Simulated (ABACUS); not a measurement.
# CdS (Greenockite) (P6_3mc) in ABACUS: reference runs

How does CdS (Greenockite) come out in PBEsol? The cell is run as given.

Everything below comes from runs of ABACUS 3.10.1. Logs are shortened: lines on timing, memory, paths and dates and some standing lists are left out, and cuts for length are marked.

**The experiment to reproduce.**

From “Isotope dependence of band-gap energy”, 2008, arxiv:0807.2152, for a bulk crystal of CdS: band gap 2.5809 ± 0.0002 eV.

How close the calculation comes is told below.

**1. Starting point**

Symmetry: P6_3mc, No. 186, hexagonal system. The conventional cell has a = 4.150 Å, b = 4.150 Å, c = 6.737 Å, α = 90.00°, β = 90.00°, γ = 120.00°. Cd (site symmetry 3m) has 4 S at 2.53 to 2.54 Å as nearest neighbours. S (site symmetry 3m) has 4 Cd at 2.53 to 2.54 Å as nearest neighbours.

**2. Single point, PBEsol**

INPUT reads:

```
INPUT_PARAMETERS
suffix              CdS
calculation         scf
basis_type          pw
pseudo_dir          ./
symmetry            1
dft_functional      pbesol
ecutwfc             103
pseudo_rcut         7
nspin               1
nbands              32
ks_solver           dav
smearing_method     fd
smearing_sigma      0.00367493
scf_thr             1e-08
scf_nmax            100
mixing_type         broyden
mixing_beta         0.7
cal_force           1
cal_stress          1
kpar                4
```

STRU reads:

```
ATOMIC_SPECIES
Cd 112.4140 Cd.upf
S 32.0600 S.upf

LATTICE_CONSTANT
1.8897261246

LATTICE_VECTORS
4.1500000000 0.0000000000 0.0000000000
-2.0750000000 3.5940054257 0.0000000000
0.0000000000 0.0000000000 6.7370000000

ATOMIC_POSITIONS
Direct

Cd
0.0
2
0.6666666667 0.3333333333 0.5000000000 1 1 1
0.3333333333 0.6666666667 0.0000000000 1 1 1

S
0.0
2
0.6666666667 0.3333333333 0.8750000000 1 1 1
0.3333333333 0.6666666667 0.3750000000 1 1 1
```

KPT reads:

```
K_POINTS
0
Gamma
7 7 4 0 0 0
```

Potentials or basis: PseudoDojo NC SR 0.4.1 PBEsol standard, plane waves.

On the command line:

```console
OMP_NUM_THREADS=1 mpirun -np 4 abacus > log
```

running log:

```text
ABACUS v3.10.1

               Atomic-orbital Based Ab-initio Computation at UStc

 ------------------------------------------------------------------------------------

 READING GENERAL INFORMATION
                           global_out_dir = OUT.CdS/
                           global_in_card = INPUT
                               pseudo_dir = ./
                              orbital_dir =
                                    DSIZE = 4
                                    GSIZE = 1

 READING UNITCELL INFORMATION
                                    ntype = 2
                  lattice constant (Bohr) = 1.88973
              lattice constant (Angstrom) = 1

 READING ATOM TYPE 1
                               atom label = Cd
                      L=0, number of zeta = 1
                      L=1, number of zeta = 1
                      L=2, number of zeta = 1
             number of atom for this type = 2

 READING ATOM TYPE 2
                               atom label = S
                      L=0, number of zeta = 1
                      L=1, number of zeta = 1
                      L=2, number of zeta = 1
             number of atom for this type = 2

                        TOTAL ATOM NUMBER = 4
DIRECT COORDINATES
    atom                   x                   y                   z     mag                  vx                  vy                  vz
taud_Cd1            0.6666666667        0.3333333333        0.5000000000  0.0000        0.0000000000        0.0000000000        0.0000000000
taud_Cd2            0.3333333333        0.6666666667        0.0000000000  0.0000        0.0000000000        0.0000000000        0.0000000000
taud_S1            0.6666666667        0.3333333333        0.8750000000  0.0000        0.0000000000        0.0000000000        0.0000000000
taud_S2            0.3333333333        0.6666666667        0.3750000000  0.0000        0.0000000000        0.0000000000        0.0000000000

                          Volume (Bohr^3) = 678.094
                             Volume (A^3) = 100.483

 Lattice vectors: (Cartesian coordinate: in unit of a_0)
                +4.15                  +0                  +0
               -2.075            +3.59401                  +0
                   +0                  +0              +6.737
 Reciprocal vectors: (Cartesian coordinate: in unit of 2 pi/a_0)
            +0.240964           +0.139121                  -0
                   -0           +0.278241                  -0
                   +0                  -0           +0.148434
 The esolver type has been set to : ksdft_pw

                PAO radial cut off (Bohr) = 7

 Read in pseudopotential file is Cd.upf
                     pseudopotential type = NC
          exchange-correlation functional = PBESOL
                 nonlocal core correction = 1
                        valence electrons = 20
                                     lmax = 2
                           number of zeta = 4
                     number of projectors = 6
                           L of projector = 0
[... 5 lines left out ...]
                PAO radial cut off (Bohr) = 7

 Read in pseudopotential file is S.upf
                     pseudopotential type = NC
          exchange-correlation functional = PBESOL
                 nonlocal core correction = 1
                        valence electrons = 6
                                     lmax = 2
                           number of zeta = 2
                     number of projectors = 6
                           L of projector = 0
                           L of projector = 0
                           L of projector = 1
                           L of projector = 1
                           L of projector = 2
                           L of projector = 2
     initial pseudo atomic orbital number = 28

 SETUP THE ELECTRONS NUMBER
            electron number of element Cd = 20
      total electron number of element Cd = 40
             electron number of element S = 6
       total electron number of element S = 12
            AUTOSET number of electrons:  = 52
                           occupied bands = 26
                                   NBANDS = 32
                                   NLOCAL = 36

%%%%%%%%%%%%%%%%%%%%%%%%%%%%%%%%%%%%%%%%%%%%%%%%%%%%%%%%%%%%%%%%%%%%%%%%%%%%%%%%%%%%%%%%%%%%%%%%%%%%%%%%%%
 Warning: the number of valence electrons in pseudopotential > 12 for Cd: [Kr] 4d10 5s2
 Pseudopotentials with additional electrons can yield (more) accurate outcomes, but may be less efficient.
 If you're confident that your chosen pseudopotential is appropriate, you can safely ignore this warning.
%%%%%%%%%%%%%%%%%%%%%%%%%%%%%%%%%%%%%%%%%%%%%%%%%%%%%%%%%%%%%%%%%%%%%%%%%%%%%%%%%%%%%%%%%%%%%%%%%%%%%%%%%%

 SETUP THE PLANE WAVE BASIS
 energy cutoff for charge/potential (unit:Ry) = 412
            fft grid for charge/potential = [ 54, 54, 90 ]
                        fft grid division = [ 1, 1, 1 ]
        big fft grid for charge/potential = [ 54, 54, 90 ]
                                     nbxx = 262440
                                     nrxx = 262440

 SETUP PLANE WAVES FOR CHARGE/POTENTIAL
[... 71 lines left out ...]
                             BRAVAIS TYPE = 4
                     BRAVAIS LATTICE NAME = 04. Hexagonal cell
                                    ibrav = 4
                       right hand lattice = 1
(for k-lattice: )
                             BRAVAIS TYPE = 4
                     BRAVAIS LATTICE NAME = 04. Hexagonal cell
                                    ibrav = 4
                       right hand lattice = 1
                        ROTATION MATRICES = 24
                               nkstot_ibz = 24
K-POINTS REDUCTION ACCORDING TO SYMMETRY
     IBZ    DIRECT_X    DIRECT_Y    DIRECT_Z  WEIGHT  ibz2bz
       1  0.00000000  0.00000000  0.00000000  0.0051       0
       2 -0.14285714  0.14285714  0.00000000  0.0306       1
       3 -0.28571429  0.28571429  0.00000000  0.0306       2
       4 -0.42857143  0.42857143  0.00000000  0.0306       3
       5 -0.14285714  0.28571429  0.00000000  0.0306       8
       6 -0.28571429  0.42857143  0.00000000  0.0612       9
[... 16 lines left out ...]
      23  0.42857143  0.42857143  0.50000000  0.0306     108
      24  0.42857143  0.28571429  0.50000000  0.0306     114

                               nkstot now = 24
[... K-POINTS DIRECT COORDINATES: 24 rows ...]

           k-point number in this process = 6
       minimum distributed K point number = 6
[... stars of the k points ...]

[... K-POINTS CARTESIAN COORDINATES: 6 rows ...]

[... K-POINTS DIRECT COORDINATES: 6 rows ...]

 SETUP PLANE WAVES FOR WAVE FUNCTIONS
     energy cutoff for wavefunc (unit:Ry) = 103
              fft grid for wave functions = [ 54, 54, 90 ]
                    number of plane waves = 13393
                         number of sticks = 475

 PARALLEL PW FOR WAVE FUNCTIONS
     PROC   COLUMNS(POT)             PW
        1            475          13393
 --------------- sum -------------------
        1            475          13393

 SETUP NONLOCAL PSEUDOPOTENTIALS IN PLANE WAVE BASIS
 Cd non-local projectors:
 projector 1 L=0
 projector 2 L=0
 projector 3 L=1
 projector 4 L=1
 projector 5 L=2
 projector 6 L=2
 S non-local projectors:
 projector 1 L=0
 projector 2 L=0
 projector 3 L=1
 projector 4 L=1
 projector 5 L=2
 projector 6 L=2
      TOTAL NUMBER OF NONLOCAL PROJECTORS = 72

 Init Non-Local PseudoPotential table :
 Init Non-Local-Pseudopotential done.

                                     npwx = 11981

 Make real space PAO into reciprocal space.
       max mesh points in Pseudopotential = 701
     dq(describe PAO in reciprocal space) = 0.01
                                    max q = 1222

 number of pseudo atomic orbitals for Cd is 4
WARNING: norm of atomic wavefunction # 3 of atomic type Cd is 0.999996, renormalized
WARNING: norm of atomic wavefunction # 4 of atomic type Cd is 0.997645, renormalized

 number of pseudo atomic orbitals for S is 2
WARNING: norm of atomic wavefunction # 1 of atomic type S is 0.999996, renormalized
WARNING: norm of atomic wavefunction # 2 of atomic type S is 0.999702, renormalized

 -------------------------------------------
 SELF-CONSISTENT
 -------------------------------------------
                                 init_chg = atomic

 PW ALGORITHM --------------- ION=   1  ELEC=   1--------------------------------

 Notice: Threshold on eigenvalues was too large.
 hsover_error=0.52 > DRHO=0.23211
 Origin diag ethr = 0.01
 New diag ethr = 0.000446366

 Density error is 0.230940404046
                          Error Threshold = 0.000446366144594
----------------------------------------------------------
     Energy           Rydberg                 eV
----------------------------------------------------------
 E_KohnSham     -745.0099151215      -10136.3799121491
 E_Harris       -751.0494019933      -10218.5513466017
 E_Fermi        0.5022147882         6.8329827387
----------------------------------------------------------
[... 75 lines left out ...]
 Density error is 3.85913244699e-10
                          Error Threshold = 8.97423251e-11
----------------------------------------------------------
     Energy           Rydberg                 eV
----------------------------------------------------------
 E_KohnSham     -745.0839718285      -10137.3875053389
 E_KS(sigma->0) -745.0839718072      -10137.3875050491
 E_Harris       -745.0837833577      -10137.3849410619
 E_band         -75.1436798060       -1022.3822140490
 E_one_elec     -502.4039270166      -6835.5561050018
 E_Hartree      261.7448863250       3561.2218763819
 E_xc           -108.8263991429      -1480.6591211662
 E_Ewald        -395.5985319513      -5382.3941549732
 E_entropy(-TS) -0.0000000426        -0.0000005796
 E_descf        0.0000000000         0.0000000000
 E_exx          0.0000000000         0.0000000000
 E_Fermi        0.5331281348         7.2535803976
----------------------------------------------------------

 charge density convergence is achieved
 final etot is -10137.387505 eV
 EFERMI = 7.2535803976 eV

 STATE ENERGY(eV) AND OCCUPATIONS    NSPIN == 1
 1/6 kpoint (Cartesian) = 0.0000 0.0000 0.0000 (11981 pws)
       1       -94.5206      0.0102041
       2       -94.5206      0.0102041
       3       -55.6181      0.0102041
       4       -55.6181      0.0102041
       5       -55.6180      0.0102041
       6       -55.6180      0.0102041
[... 194 lines left out ...]
      31        13.3818    7.22275e-55
      32        14.5158    1.02031e-64

------------------------------------------------------------------------------------------
 TOTAL-FORCE (eV/Angstrom)
------------------------------------------------------------------------------------------
                       Cd1         0.0000000000         0.0000000000        -0.0654351764
                       Cd2         0.0000000000         0.0000000000        -0.0654351764
                        S1         0.0000000000         0.0000000000         0.0654351764
                        S2         0.0000000000         0.0000000000         0.0654351764
------------------------------------------------------------------------------------------

----------------------------------------------------------------
 TOTAL-STRESS (KBAR)
----------------------------------------------------------------
       -11.2980500886         0.0000000000         0.0000000000
         0.0000000000       -11.2980500887         0.0000000000
         0.0000000000        -0.0000000000        -5.5635458580
----------------------------------------------------------------
 TOTAL-PRESSURE: -9.386549 KBAR

 --------------------------------------------
 !FINAL_ETOT_IS -10137.3875053388928791 eV
 --------------------------------------------
```

It took 2.1 min on 4 MPI ranks of Intel Xeon Platinum 8375C at 2.90GHz (Ice Lake), shared host; peak memory 0.92 GiB.

What came out:

* Free energy: -10137.3875 eV
* Pressure: -0.9 GPa
* Largest force: 0.065 eV/Å
* Band gap on the k mesh: 1.06 eV, direct

Forces on the atoms (eV/Å):
```
Cd   0.000  0.000 -0.065
Cd   0.000  0.000 -0.065
S    0.000  0.000  0.065
S    0.000  0.000  0.065
```

Levels at points of the mesh, in eV from the valence-band top:
| k point | band 22 | band 23 | band 24 | band 25 | band 26 | band 27 | band 28 | band 29 | band 30 | band 31 |
| --- | --- | --- | --- | --- | --- | --- | --- | --- | --- | --- |
| (0.00, 0.00, 0.00) | -0.77 | -0.77 | -0.04 | 0.00 | 0.00 | 1.06 | 2.67 | 6.36 | 6.36 | 6.68 |
| (0.00, 0.00, 0.50) | -2.50 | -0.40 | -0.40 | -0.40 | -0.40 | 2.73 | 2.73 | 6.05 | 6.05 | 6.71 |

**3. Against experiment**

Step 2. Measured gap of CdS: 2.5809 eV (quoted in “Isotope dependence of band-gap energy”, 2008, arxiv:0807.2152). This calculation gives 1.06 eV (-1.52 eV). So large a miss can be the level of theory's own, or it may mean another phase, state or a wrong row. Spin-orbit coupling on Cd is left out. The value is that of PBEsol, without temperature or zero-point motion. Semilocal functionals fall short of measured gaps as a rule.
